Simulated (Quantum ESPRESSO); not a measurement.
Cost and result for the electronic dielectric constant of C

The structure is cubic, space group Fd-3m (No. 227). The conventional cell has a = 3.567 Å, b = 3.567 Å, c = 3.567 Å, α = 90.00°, β = 90.00°, γ = 90.00°. C (site symmetry -43m) is surrounded by 4 C at 1.54 Å.

| rung | level | program and potentials | cutoff (eV) | k mesh | core time | chip | electronic dielectric constant | notes |
| --- | --- | --- | --- | --- | --- | --- | --- | --- |
| GGA | PBE | Quantum ESPRESSO, GBRV 1.5 PBE | 612 | 6 × 6 × 6, shifted | 2.3 min | Intel Xeon 6975P-C Granite Rapids | 5.82 | cell relaxed first (5.69 Å³/atom) |
| LDA | LDA | Quantum ESPRESSO, GBRV 1.5 LDA | 612 | 6 × 6 × 6, shifted | 2.3 min | Intel Xeon 6975P-C Granite Rapids | 5.75 | cell relaxed first (5.51 Å³/atom) |
| GGA | WC | Quantum ESPRESSO, PseudoDojo 0.4 SR PBE stringent | 1116 | 6 × 6 × 6, shifted | 6.3 min | Intel Xeon | 5.80 | potentials made for PBE; cell relaxed first (5.64 Å³/atom) |
| LDA | LDA | Quantum ESPRESSO, GBRV 1.5 LDA | 612 | 10 × 10 × 10, shifted | 42 min | Intel Xeon Skylake/Cascade Lake | 5.76 | cell relaxed first (5.51 Å³/atom) |
| GGA | PBE | Quantum ESPRESSO, GBRV 1.5 PBE | 612 | 10 × 10 × 10, shifted | 42 min | Intel Xeon Skylake/Cascade Lake | 5.82 | cell relaxed first (5.69 Å³/atom) |

Times are single runs on shared hosts and different chips, so they are rough; meshes, cutoffs and the tasks' sizes weigh on the time. Task: phonons and Raman activities. All rows: no spin polarisation. The cell comes from a database and isn't always the measured one. Meshes differ between rows, which moves values too. All levels ran on this one cell, unrelaxed unless noted. Meshes are those of the run's cell of 2 atoms unless a note names another. Runs on faulty files, with rough fits or with known faults for this quantity aren't shown. No row holds spin-orbit coupling.

By rung: LDA in relaxed cells 5.75 to 5.76; GGA in relaxed cells 5.80 to 5.82.
